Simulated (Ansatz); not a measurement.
An Ansatz input:

```yaml
crystal:
  lattice:
    - [4.6324895794, 0.0, 0.0]
    - [-2.3162447897, 4.0118536585, 0.0]
    - [0.0, 0.0, 5.8869033509]
  atoms:
    - { symbol: Te, position: [0.2535874858, 0.0, 0.3333333333] }
    - { symbol: Te, position: [1.0, 0.2535874858, 0.6666666667] }
    - { symbol: Te, position: [0.7464125142, 0.7464125142, 0.0] }
hamiltonian:
  xc: r2scan0
  pseudopotentials:
    kind: paw
    azcp:
      Te: "pseudopotentials/Te.paw.azcp"
basis:
  ecutwfc: 500
  fft_grid_basis: typed
kpoints:
  mp_grid: { grid: [4, 4, 3], shift: [0, 0, 0] }
magnetization:
  spin_polarized: false
scf:
  occupations: { method: fermi_dirac, width: 0.1 }
```

Terminal output

```
Engine: ansatz 0.2.0, x86_64-unknown-linux-gnu
Pseudopotentials: kind: paw
Pseudopotential: Te, paw, valence charge 16, recommended cutoff 500 eV (meta_gga) 
Functional definition: r2SCAN0
  parameter a = 0.25
  parameter k0 = 0.174
  parameter k1 = 0.065
  parameter a1 = 4.9479
  exchange = (1 - a)*r2scan_x(k0 = k0, k1 = k1, a1 = a1) + a*exact_x
  correlation = r2scan_c
Crystal: 3 atoms, lattice volume = 109.407 Å³
Basis set: ecut = 500 eV, 2787 PW (Γ), exchange–correlation on 144×144×180 points (64 copies of the dense FFT grid, shifted against one another)
Bands: 29, of which v1, the nominal top of the filled ones, is band 24 counted from 1 (23 counted from 0)
Symmetry: 6 space group operations
Space group: P3121 (ITA 152), of the structure as read, at distance tolerance 4.8e-5 Å
k-points: 9 of 48 (time reversal used)
Non-local potential: Te, projectors of the file, l = 0: 2, l = 1: 2, l = 2: 2, l = 3: 2
PAW form: soft (Blöchl's): semilocal exchange-correlation on the pseudo side does not see the compensation charge
PAW frozen core: Te, regenerated for the run's functional, and the local potential with it (the file was generated under x = pbe(κ = 0.804, μ = 0.2195149727645171), c = pbe(β = 0.06672455060314922))
PAW one-centre angular grid: Te, 590 points (default); XC on 160 Gauss nodes
Initial density: superposition of atomic densities (neutral atoms: chi_scale 0, normalization atom), corrected by the library's trained network
Initial wavefunctions: pseudopotential atomic-orbital guess
Functional: x = r2scan, c = r2scan; τ floored in thin density (d = 2e-4 eV/Å³), warm-up for x = 0.75 r2scan + 0.25 exact, c = r2scan; τ floored in thin density (d = 2e-4 eV/Å³)
SCF iter   1: F=—  HF=-20984.437426 eV  |F-HF|=—  |Δ(HF+E_count)|=         —  Δρ=3.14e-3  dr2=8.67e-3  dr2_τ=3.44e-3  ethr=1.77e-3  ⟨swp⟩=11.2  Hψ=1089  notcnv=0
SCF iter   2: F=—  HF=-20984.449418 eV  |F-HF|=—  |Δ(HF+E_count)|=   1.20e-2  Δρ=1.63e-3  dr2=1.46e-3  dr2_τ=5.43e-5  ethr=1.81e-5  ⟨swp⟩=3.6  Hψ=747  notcnv=0  defer=3
SCF iter   3: F=—  HF=-20984.450682 eV  |F-HF|=—  |Δ(HF+E_count)|=   1.26e-3  Δρ=5.98e-4  dr2=2.09e-4  dr2_τ=9.16e-6  ethr=3.03e-6  ⟨swp⟩=3.1  Hψ=583  notcnv=0  defer=1
iter 4 solved again at ethr=1.20e-8 eV; its pass at ethr=4.36e-7 eV (dr2=5.76e-6 eV) is discarded
SCF iter   4: F=-20984.450887 eV  HF=-20984.450890 eV  |F-HF|=2.72e-6  |Δ(HF+E_count)|=   2.07e-4  Δρ=7.02e-5  dr2=6.38e-6  dr2_τ=2.41e-7  ethr=1.20e-8  ⟨swp⟩=3.8  Hψ=1270  notcnv=0  defer=1
SCF 1 stopped early in 4 iterations: F = -20984.450887 eV  dr2 = 6.38e-6
Initial density: handed on by an earlier stage of this run
Initial wavefunctions: those handed on with the density
Functional: x = 0.75 r2scan + 0.25 exact, c = r2scan; τ floored in thin density (d = 2e-4 eV/Å³)
Frozen-core exchange: fock
SCF iter   1: F=—  HF=-20984.260230 eV  |F-HF|=—  |Δ(HF+E_count)|=         —  Δρ=2.37e-3  dr2=4.83e-3  dr2_τ=5.87e-5  ethr=1.33e-7  ⟨swp⟩=10.1  Hψ=1431  notcnv=0
SCF iter   2: F=—  HF=-20984.259003 eV  |F-HF|=—  |Δ(HF+E_count)|=   1.23e-3  Δρ=5.99e-4  dr2=2.74e-3  dr2_τ=1.29e-5  ethr=1.33e-7  ⟨swp⟩=5.0  Hψ=932  notcnv=0
SCF iter   3: F=—  HF=-20984.270793 eV  |F-HF|=—  |Δ(HF+E_count)|=   1.18e-2  Δρ=6.14e-4  dr2=4.64e-4  dr2_τ=2.73e-6  ethr=1.33e-7  ⟨swp⟩=5.0  Hψ=913  notcnv=0
SCF iter   4: F=—  HF=-20984.271421 eV  |F-HF|=—  |Δ(HF+E_count)|=   6.27e-4  Δρ=2.27e-4  dr2=5.31e-5  dr2_τ=4.46e-7  ethr=1.33e-7  ⟨swp⟩=4.1  Hψ=702  notcnv=0  defer=1
SCF iter   5: F=-20984.271464 eV  HF=-20984.271464 eV  |F-HF|=8.85e-8  |Δ(HF+E_count)|=   4.34e-5  Δρ=9.21e-5  dr2=1.12e-5  dr2_τ=1.00e-7  ethr=8.62e-8  ⟨swp⟩=3.1  Hψ=540  notcnv=0  defer=1
SCF 2 stopped early in 5 iterations: F = -20984.271464 eV  dr2 = 1.12e-5
hybrid outer 1: dexx = +1.579e-2 eV, tail = 9.58e-5 eV
Frozen-core exchange: fock
SCF iter   1: F=—  HF=-20984.271495 eV  |F-HF|=—  |Δ(HF+E_count)|=         —  Δρ=5.49e-5  dr2=2.45e-6  dr2_τ=4.59e-8  ethr=9.98e-7  ⟨swp⟩=4.8  Hψ=583  notcnv=0
SCF iter   2: F=—  HF=-20984.271496 eV  |F-HF|=—  |Δ(HF+E_count)|=   6.86e-7  Δρ=2.94e-5  dr2=8.75e-7  dr2_τ=1.30e-8  ethr=4.69e-9  ⟨swp⟩=4.0  Hψ=664  notcnv=0
iter 3 solved again at ethr=1.30e-10 eV; its pass at ethr=1.41e-9 eV (dr2=6.24e-8 eV) is discarded
SCF iter   3: F=—  HF=-20984.271496 eV  |F-HF|=—  |Δ(HF+E_count)|=   2.25e-8  Δρ=7.06e-6  dr2=2.79e-7  dr2_τ=2.36e-9  ethr=1.30e-10  ⟨swp⟩=3.9  Hψ=1132  notcnv=0  defer=2
SCF iter   4: F=-20984.271497 eV  HF=-20984.271497 eV  |F-HF|=1.70e-9  |Δ(HF+E_count)|=   9.08e-7  Δρ=4.25e-6  dr2=2.32e-8  dr2_τ=1.88e-10  ethr=1.30e-10  ⟨swp⟩=4.3  Hψ=766  notcnv=0  defer=2
SCF 3 converged in 4 iterations: F = -20984.271497 eV  dr2 = 2.32e-8
hybrid outer 2: dexx = +1.230e-6 eV, tail = 6.63e-8 eV, Δε = 1.31e-3 eV (about 7.12e-5 eV left of the loop's levels)
hybrid SCF converged: 2 outer / 9 inner (+4 warm-up), last move |dexx| = 1.23e-6 eV, tail = 6.63e-8 eV
Stability not checked: this state was not tested for a lower state beside it, because the functional holds exact exchange (a hybrid, or Hartree-Fock), whose exchange loop this test does not read (fock_operator; see scf.lower_state_search)
Free energy (F): -20984.271497 eV
Frozen-core exchange: fock
Harris-Foulkes:  -20984.271497 eV  (|F-HF|=1.70e-9)
Internal energy: -20984.271487 eV  (E = F + TS)
E sigma→0 (E₀):  -20984.271492 eV
Entropy (-TS):   -0.000011 eV (-0.004 meV/atom)
Fermi energy:    7.788023 eV
--- Per-component energies (eV) ---
  E_band       = -989.608384
  E_kinetic    = 538.163779
  E_local      = -4077.336004  (includes V_loc(G=0)·N_el)
  E_nonlocal   = -935.231584
  E_hartree    = 2539.546981
  E_xc         = -267.801432
  E_vxc        = -255.005158  (∫ρ·V_xc dr)
  E_exx        = -154.789578  (= α·E_x^exact, valence–valence)
  E_paw        = -13980.147315  (= ΣΔE_a)
  E_vpaw       = -1043.115676  (= ΣTr[D̂ρ^β])
  E_aug_tail   = -0.000109  (compensation charges beyond the density's cutoff)
  E_vtau       = 13.399672  (kinetic-family band-sum trace: ∫τ·v_τ [+ j·A + Jᵃ·Aᵃ] dr)
  E_ewald      = -4646.858087
  E_core_change = 0.181862  (= ΣΔE_core)
  E_smearing   = -0.000011  (= −TS)
  E_closure    = -0.000000  (closes the sum)
  Σ components = -20984.271497   (vs F -20984.271497, Δ=0.00e0)
--- Band table (eV; the first three rows and the last of 9) ---
  k-point 0: bands = ["-33.6387", "-33.6387", "-33.5708", "-33.5656", "-33.5656", "-33.4885", "-33.3779", "-33.3719", "-33.3719", "-33.3314", "-33.3314", "-33.3303", "-33.3060", "-33.2695", "-33.2695", "-8.1778", "-4.4307", "-4.4307", "3.4295", "3.7399", "3.7399", "4.9834", "4.9834", "6.0968", "9.3377", "9.3377"]
  k-point 1: bands = ["-33.6647", "-33.5998", "-33.5762", "-33.5752", "-33.5461", "-33.5107", "-33.3781", "-33.3772", "-33.3653", "-33.3346", "-33.3299", "-33.3296", "-33.2951", "-33.2784", "-33.2674", "-7.7202", "-6.3997", "-2.4950", "2.8167", "3.6876", "4.0502", "5.1962", "5.2467", "5.7988", "8.9003", "8.9030"]
  k-point 2: bands = ["-33.6379", "-33.6370", "-33.5708", "-33.5655", "-33.5651", "-33.4890", "-33.3791", "-33.3713", "-33.3709", "-33.3333", "-33.3319", "-33.3280", "-33.3118", "-33.2696", "-33.2657", "-7.8151", "-4.6597", "-4.3497", "1.9965", "2.7447", "3.2335", "5.2086", "5.6141", "5.9103", "9.2916", "9.4669"]
  k-point 8: bands = ["-33.6637", "-33.5972", "-33.5755", "-33.5735", "-33.5459", "-33.5105", "-33.3797", "-33.3768", "-33.3639", "-33.3375", "-33.3292", "-33.3270", "-33.3046", "-33.2830", "-33.2577", "-6.9393", "-5.9236", "-3.8441", "1.4016", "1.8796", "2.6390", "4.5552", "5.8776", "6.6126", "9.1403", "10.0212"]
  guard bands above this table: 3 of the run's 29 bands. The solve was not asked for them (output.publish_guard_bands: true or output.eigenvalues: true publishes all)
```
